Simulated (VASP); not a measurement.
# A VASP 6.6.1 single-point calculation on SiC

INCAR

```
LCHARG = .FALSE.
EDIFF = 1E-7
NBANDS = 48
GGA = PE
LREAL = .FALSE.
LASPH = .TRUE.
ISIF = 2
PREC = Accurate
ISMEAR = -1
NSW = 0
ENCUT = 520
IBRION = -1
LWAVE = .FALSE.
SIGMA = 0.02
NELM = 93
```

KPOINTS

```
KPOINTS created by Atomic Simulation Environment
0
Gamma
12 12 6
0 0 0
```

POSCAR

```
Si C
 1.0000000000000000
     3.0446026829952308    0.0000000000000000    0.0000000000000000
    -1.5223013414976154    2.6367032679041302    0.0000000000000000
     0.0000000000000000    0.0000000000000000    5.0570496432000001
 Si  C
   2   2
Cartesian
 -0.0000000000000001  1.7578021786027533  0.0010603942616810
  1.5223013414976152  0.8789010893013767  2.5295852158616809
 -0.0000000000000001  1.7578021786027533  1.8953332219383190
  1.5223013414976152  0.8789010893013767  4.4238580435383188
```

The recommended PBE PAW datasets give the neutral cell 16 valence electrons.

Command

```
mpirun -np 1 vasp_std
```

OSZICAR

```
N       E                     dE             d eps       ncg     rms          rms(c)
DAV:   1     0.312578694967E+02    0.31258E+02   -0.54036E+03  7296   0.299E+02
DAV:   2    -0.321834700855E+02   -0.63441E+02   -0.59608E+02  9072   0.895E+01
DAV:   3    -0.338986237486E+02   -0.17152E+01   -0.16948E+01  8840   0.118E+01
DAV:   4    -0.339025623646E+02   -0.39386E-02   -0.39382E-02  8392   0.615E-01
DAV:   5    -0.339025705708E+02   -0.82062E-05   -0.82062E-05  8816   0.290E-02    0.128E+01
DAV:   6    -0.301982527392E+02    0.37043E+01   -0.21787E-01  8024   0.528E+00    0.496E+00
DAV:   7    -0.300844066668E+02    0.11385E+00   -0.42006E-01  8952   0.189E+00    0.281E+00
DAV:   8    -0.300709893420E+02    0.13417E-01   -0.18221E-02  8120   0.460E-01    0.390E-01
DAV:   9    -0.300699719268E+02    0.10174E-02   -0.52678E-04  8440   0.105E-01    0.128E-01
DAV:  10    -0.300701882415E+02   -0.21631E-03   -0.16354E-04  8328   0.367E-02    0.454E-02
DAV:  11    -0.300702054546E+02   -0.17213E-04   -0.89393E-06  8992   0.946E-03    0.210E-02
DAV:  12    -0.300702068466E+02   -0.13920E-05   -0.15495E-06  8272   0.409E-03    0.162E-03
DAV:  13    -0.300702069618E+02   -0.11517E-06   -0.10390E-07  9080   0.893E-04    0.929E-04
DAV:  14    -0.300702069570E+02    0.47639E-08   -0.97706E-09  6528   0.320E-04
   1 F= -.30070207E+02 E0= -.30070207E+02  d E =-.641165E-12
```

From OUTCAR

```
k-points           NKPTS =     76   k-points in BZ     NKDIM =     76   number of bands    NBANDS=     48

   NELECT =      16.0000    total number of electrons

   dimension x,y,z NGX =    24 NGY =   24 NGZ =   40
   dimension x,y,z NGXF=    48 NGYF=   48 NGZF=   80

  energy-cutoff  :      520.00
  volume of cell :       40.60
      direct lattice vectors                 reciprocal lattice vectors
     3.044602683  0.000000000  0.000000000     0.328450082  0.189630743  0.000000000
    -1.522301341  2.636703268  0.000000000     0.000000000  0.379261486  0.000000000
     0.000000000  0.000000000  5.057049643     0.000000000  0.000000000  0.197743758

 k-points in reciprocal lattice and weights: KPOINTS created by Atomic Simulation Env
   0.00000000  0.00000000  0.00000000       0.001
   0.08333333 -0.00000000  0.00000000       0.007
   0.16666667  0.00000000  0.00000000       0.007
   0.25000000  0.00000000  0.00000000       0.007
   0.33333333 -0.00000000  0.00000000       0.007
   0.41666667  0.00000000  0.00000000       0.007
   0.50000000  0.00000000  0.00000000       0.003
   0.08333333  0.08333333  0.00000000       0.007
   ...

 E-fermi :   8.9477

 k-point     1 :       0.0000    0.0000    0.0000
  band No.  band energies     occupation
      1      -7.2456      2.00000
      2      -3.6989      2.00000
      3      -0.3716      2.00000
      4       7.2359      2.00000
      5       7.2359      2.00000
      6       8.2747      2.00000
      7       8.5068      2.00000
      8       8.5068      2.00000
      9      13.6327      0.00000
     10      14.6641      0.00000
     11      15.3548      0.00000
     12      15.3548      0.00000
     13      16.3937      0.00000
     14      17.6032      0.00000
     15      17.6032      0.00000
     16      19.8999      0.00000
     17      20.0344      0.00000
     18      20.0344      0.00000
     19      21.6051      0.00000
     20      23.6307      0.00000
     21      23.6307      0.00000
     22      25.5706      0.00000
     23      26.2335      0.00000
     24      28.8978      0.00000
     25      28.8978      0.00000
     26      29.7951      0.00000
     27      33.9178      0.00000
     28      33.9178      0.00000
     29      35.6910      0.00000
     30      36.3975      0.00000
     31      36.3975      0.00000
     32      39.2637      0.00000
     33      39.8672      0.00000
     34      39.8672      0.00000
     35      42.1321      0.00000
     36      44.0232      0.00000
     37      45.4941      0.00000
     38      45.4941      0.00000
     39      46.1054      0.00000
     40      46.5220      0.00000
     41      47.2283      0.00000
     42      47.2283      0.00000
     43      52.0355      0.00000
     44      52.0355      0.00000
     45      54.1542      0.00000
     46      54.1542      0.00000
     47      56.7323      0.00000
     48      58.1809      0.00000

 ...

  Total        2.5237204      2.5237204      0.8878198      0.0000000      0.0000000     -0.0000000
  in kB       99.6007745     99.6007745     35.0385650      0.0000000      0.0000000     -0.0000000
  external PRESSURE =      78.0800380 kB  Pullay stress =       0.0000000 kB

 POSITION                                       TOTAL-FORCE (eV/Angst)
 -----------------------------------------------------------------------------------
      0.00000      1.75780      0.00106        -0.000000      0.000000      0.016543
      1.52230      0.87890      2.52959         0.000000      0.000000      0.016543
      0.00000      1.75780      1.89533         0.000000      0.000000     -0.016543
      1.52230      0.87890      4.42386        -0.000000     -0.000000     -0.016543
 -----------------------------------------------------------------------------------
    total drift:                                0.000000      0.000000      0.000027

  FREE ENERGIE OF THE ION-ELECTRON SYSTEM (eV)
  ---------------------------------------------------
  free  energy   TOTEN  =       -30.0702069570 eV

  energy  without entropy=      -30.0702069570  energy(sigma->0) =      -30.07020696
```

It converged. Results: gap between bands v and c on the k mesh 2.15 eV; least direct gap on the k mesh 4.10 eV; pressure 7.8 GPa; largest force 0.02 eV/Å. Band v is the last that the valence electrons fill when counted band by band, and c is the next.

For comparison, a separate PBE run of the intended cell, on usual settings and not on those above, gives a gap of 2.15 eV on its mesh and a pressure of 7.8 GPa.

The run above took about 40 s on one core of a shared host (Intel Xeon 6975P-C) and held 0.22 GiB at most.
